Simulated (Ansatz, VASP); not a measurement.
# Two plane-wave programs on H

The input INCAR:

```
PREC = Accurate
ENCUT = 520
EDIFF = 1E-8
ISMEAR = -1
SIGMA = 0.08
LREAL = F
LASPH = T
NELM = 80
ALGO = Normal
ISIF = 2
LWAVE = F
LCHARG = F
GGA = PE
LEFG = T
NBANDS = 6
```

The input KPOINTS:

```
Automatic mesh
0
Gamma
  16 16 16
```

POSCAR

```
H
1.0
    1.4665152179      0.0000000000      0.0000000000
    0.0000000000      1.4665152179      0.0000000000
    0.0000000000      0.0000000000      1.4665152179
H
1
Direct
    0.0000000000      0.0000000000      0.0000000000
```

Input for Ansatz:

```yaml
crystal:
  lattice:
    - [1.4665152179, 0.0, 0.0]
    - [0.0, 1.4665152179, 0.0]
    - [0.0, 0.0, 1.4665152179]
  atoms:
    - { symbol: H, position: [0.0, 0.0, 0.0] }
kpoints:
  mp_grid: { grid: [16, 16, 16] }
scf:
  occupations: { method: fermi_dirac, width: 0.08 }
hamiltonian:
  xc: pbe
  pseudopotentials: { kind: paw }
output:
  forces: true
  stress: true
  eigenvalues: true
  efg: { contact_densities: true }
```

Change from the starting cell: volume scaled by 1.02, PAW files.

Alike in both runs: task electric field gradients; functional PBE; k mesh 16 × 16 × 16; occupations fermi-dirac, width 0.08 eV; no spin polarisation.

```csv
,VASP,Ansatz
version,VASP 6.6.1,Ansatz 0.2.0
potentials or method,"VASP PAW PBE potentials, release 64 (H)","PAW with Ansatz's default frozen-core files, scalar-relativistic"
plane-wave cutoff (eV),520,420
valence electrons in the cell,1,1
```

|  | VASP | Ansatz | Ansatz less VASP |
| --- | --- | --- | --- |
| pressure (GPa) | -2.4 | -1.9 | +0.47 |
| Vzz of the field gradient on the site that differs most (V/Å²) | 0.0 | 0.0 | 0.00 |

With one functional, cell and mesh, what is left measures potentials, basis and numerics.
